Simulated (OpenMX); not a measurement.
HfC, 2 atoms in the cell. The typed cell holds 2 atoms: a = 3.288 Å, b = 3.288 Å, c = 3.288 Å, α = 60.00°, β = 60.00°, γ = 60.00°.  The cell isn't the ideal one: atoms moved at random, drawn with an rms of 0.05 Å.

* Program: OpenMX 3.8.5
* Task: single point
* Functional: PBE
* Potentials or basis: OpenMX 2013 PBE set, Hf7.0-s3p2d2f1, C6.0-s2p2d1, grid cutoff 400 Ry
* k mesh: 11 × 11 × 11
* Occupations: fermi-dirac, width 0.05 eV
* Spin: no spin polarisation
* Mixing scheme: rmm-diisk
* SCF threshold: 1e-08 Ha
* Solver: band
* Max SCF cycles: 100

Potentials or basis: OpenMX 2013 PBE set, Hf7.0-s3p2d2f1, C6.0-s2p2d1, grid cutoff 400 Ry.

Command:

```sh
$ openmx HfC.dat -nt 1 > HfC.std
```

Hardware: 1 thread of Arm Neoverse V1, with other jobs on the host.

**Question.** Estimate the wall time of this run.

**Answer.** Run time: 2.2 min on 1 thread of Arm Neoverse V1, with other jobs on the host, peak memory 0.66 GiB. Counts: k points 666, basis 39, scf iterations 17.
